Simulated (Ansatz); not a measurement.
# Y: the cost of one run

Program: Ansatz 0.2.0. Level of theory: DFT PBE, scalar-relativistic, plane waves, PAW. These are calculated values, not measurements.

3 further runs of the same task are left out: 1 that didn't finish, 2 set aside as unsound or not needed.

**1. The structure to begin with**

It takes space group P6_3/mmc (No. 194, hexagonal). Conventional cell: a = 3.598 Å, b = 3.598 Å, c = 11.584 Å, α = 90.00°, β = 90.00°, γ = 120.00°. Y (site symmetry -3m) is surrounded by 12 Y at 3.56 to 3.60 Å. Around Y (site symmetry -6m2) lie 12 Y at 3.56 to 3.60 Å.

As a file:

```
CELL_PARAMETERS angstrom
3.59823 0.00000 0.00000
-1.79912 3.11616 0.00000
0.00000 0.00000 11.58357
ATOMIC_POSITIONS crystal
Y 0.00000 0.00000 0.00000
Y 0.33333 0.66667 0.25000
Y 0.00000 0.00000 0.50000
Y 0.66667 0.33333 0.75000
```

It goes back to an entry of the Materials Project.

This cell was relaxed beforehand with the same method: volume 32.47 Å³/atom, gap on the mesh none (metal).

**2. Zero strain**

The input, input.yaml:

```yaml
crystal:
  lattice:
    - [3.5982311435, 0.0, 0.0]
    - [-1.7991155718, 3.116159579, 0.0]
    - [0.0, 0.0, 11.5835727604]
  atoms:
    - { symbol: "Y", position: [0.0, 0.0, 0.0] }
    - { symbol: "Y", position: [0.3333333333, 0.6666666667, 0.25] }
    - { symbol: "Y", position: [0.0, 0.0, 0.5] }
    - { symbol: "Y", position: [0.6666666667, 0.3333333333, 0.75] }
basis:
  ecutwfc: 420
kpoints:
  mp_grid: { grid: [18, 18, 6] }
hamiltonian:
  xc: pbe
scf:
  occupations: { method: gaussian, width: 0.1 }
output:
  forces: true
  stress: true
  eigenvalues: true
```

Launch:

```console
$ ansatz run input.yaml --threads 1 --pin off --max-ram 2560MiB --backend cpu --events-out ev --progress --plain --runs-dir out
```

**Question.** How long does this run take on 1 thread of Arm Neoverse V2, shared host, and how much memory does it need?

About 18 s, with a peak of 0.6 GiB.
